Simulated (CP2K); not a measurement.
Crystal: Ga.

```
Ga
1.0
     3.02901    0.00000    0.00000
     0.49806    2.98778    0.00000
    -1.76353   -1.49389    1.95784
Ga
1
Direct
  0.00000 0.00000 0.00000
```

This isn't the form of Ga at room conditions, which is orthorhombic.

Program: CP2K 2026.2. Alike in all runs: task band structure; no spin polarisation; cell as given; k mesh 13 × 13 × 13; smearing fermi-dirac 0.1 eV.

Problem. Order these runs on this cell by their pressure, lowest first.
A. level PBE; potentials or basis POTENTIAL_UZH Ga GTH-PBE-q13; TZVP-MOLOPT-PBE-GTH basis; EPS_DEFAULT 1.0E-10; NGRIDS 4; basis sets Ga TZVP-MOLOPT-PBE-GTH-q13; potentials Ga GTH-PBE-q13 of POTENTIAL_UZH; points a segment of the path (NPOINTS) 6
B. level r2SCAN; potentials or basis POTENTIAL_UZH Ga GTH-SCAN-q13; TZVP-MOLOPT-SCAN-GTH basis; EPS_DEFAULT 1.0E-10; NGRIDS 5; basis sets Ga TZVP-MOLOPT-SCAN-GTH-q13; potentials Ga GTH-SCAN-q13 of POTENTIAL_UZH; points a segment of the path (NPOINTS) 8
C. level LDA; potentials or basis GTH_POTENTIALS Ga GTH-PADE-q13; TZVP-MOLOPT-PBE-GTH basis; EPS_DEFAULT 1.0E-9; NGRIDS 5; basis sets Ga TZVP-MOLOPT-PBE-GTH-q13; potentials Ga GTH-PADE-q13 of GTH_POTENTIALS; points a segment of the path (NPOINTS) 10

Solution. C (-1.7 GPa), B (1.7 GPa), A (4.4 GPa).

Caveats: the basis of atomic orbitals isn't converged, which shifts pressures, moduli and gaps.
